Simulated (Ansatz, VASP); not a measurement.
# TiAl: VASP beside Ansatz

Contents of INCAR:

```
ALGO     = Normal         # electronic algorithm
EDIFF    = 1E-6           # SCF threshold, eV
ENCUT    = 520            # plane-wave cutoff, eV
GGA      = PS             # functional
ISIF     = 2              # what is computed and relaxed
ISMEAR   = 0              # smearing method
LASPH    = T              # aspherical terms in the spheres
LCHARG   = T              # write CHGCAR
LELF     = T              # ELF
LREAL    = F              # projectors in reciprocal space
LVHAR    = T            
LWAVE    = F              # write WAVECAR
NBANDS   = 14             # bands
NELM     = 60             # most SCF steps
PREC     = Accurate       # precision mode
SIGMA    = 0.15           # smearing width, eV
```

File KPOINTS:

```
k-points
0
Gamma
  18 18 10
```

The input POSCAR:

```
TiAl
1.0
    2.9532800997      0.0000000000      0.0000000000
   -1.4766400498      2.5576155908      0.0000000000
    0.0000000000      0.0000000000      4.8184254900
Ti Al
1 1
Direct
    0.0000000000      0.0000000000      0.0000000000
    0.3333333333      0.6666666667      0.5000000000
```

Input for Ansatz:

```yaml
crystal:
  lattice:
    - [2.9532800997, 0.0, 0.0]
    - [-1.4766400498, 2.5576155908, 0.0]
    - [0.0, 0.0, 4.81842549]
  atoms:
    - { symbol: Ti, position: [0.0, 0.0, 0.0] }
    - { symbol: Al, position: [0.3333333333, 0.6666666667, 0.5] }
basis:
  ecutwfc: 420
kpoints:
  mp_grid: { grid: [18, 18, 10] }
hamiltonian:
  xc: pbesol
scf:
  occupations: { method: gaussian, width: 0.15 }
output:
  forces: true
  stress: true
  eigenvalues: true
  write_density: true
  write_potential: true
  elf: true
  volumetric_format: npy
```

Change from the starting cell: strain +0.030 along x and y, +0.030 along z, atoms carried along.

Alike in both runs: task single point; functional PBEsol; k mesh 18 × 18 × 10; occupations gaussian, width 0.15 eV; no spin polarisation.

|  | VASP | Ansatz |
| --- | --- | --- |
| version | VASP 6.6.1 | Ansatz 0.2.0 |
| potentials or method | VASP PAW PBE potentials, release 64 (Ti_sv, Al) | scalar-relativistic, plane waves, PAW |
| plane-wave cutoff (eV) | 520 | 420 |
| valence electrons in the cell | 15 | 15 |

|  | VASP | Ansatz | Ansatz less VASP |
| --- | --- | --- | --- |
| gap on the k mesh at the Fermi level (eV) | none | none | - |
| pressure (GPa) | -10.3 | -10.4 | -0.05 |
| largest component of the traceless stress (GPa) | 1.53 | 1.57 | +0.037 |

A gap of «none» marks a metal or a gap that the smearing closes.

Caveats: the PAW data sets were made with another functional, which shifts forces and pressure a little (VASP).
